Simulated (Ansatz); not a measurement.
# TaN, one structure, two calculations

Cell: a structure deposited in the COD, atoms as given.

Space group P-62m (No. 189); a = 5.1960, c = 2.9110 Å, γ = 120.00°.

```csv
site,Wyckoff,site symmetry,x,y,z
Ta1,2d,-6..,0.3333,0.6667,0.5000
Ta3,1a,-62m,0.0000,0.0000,0.0000
N,3f,m2m,0.3929,0.0000,0.0000
```

One atom of each set is listed.

First run. All values are calculated (Ansatz; DFT, PBE, plane waves and PAW, scalar-relativistic, collinear spin, 420 eV cutoff, Γ-centred 7×7×10 k-points, Fermi–Dirac smearing 0.02 eV), not measured. Start moments as typed (μB): 2 on each Ta, none on the rest.

| site | V_zz (10²¹ V/m²) | η |
| --- | --- | --- |
| Ta1 | -20.1 | 0.00 |
| Ta3 | 13.77 | 0.00 |
| N | -1.43 | 0.33 |

Second run. The same atoms and settings, except that the mesh is 10×10×16 and the Fermi–Dirac smearing is 0.05 eV.

(1) What does the second run give?

Answers

(1) 

```tsv
site	V_zz	η	change of V_zz
Ta1	-19.81	0.00	+0.27
Ta3	13.70	0.00	-0.07
N	-1.43	0.32	0.00
```

The largest change of V_zz is on Ta1, from -20.1 to -19.81. In per cent, |V_zz| changes by -1 on Ta (all sites that start above 2).

At this cell the principal stresses reach 5 GPa in size with PBE, which can matter for small gradients. Without spin–orbit coupling the gradients at and beside Ta can be off by some per cent, at some sites by more. With these PAW files V_zz is typically within 2 to 3 % of all-electron values, but misses above 10 % occur on Ta. The start moments die out, and the run ends without spin.
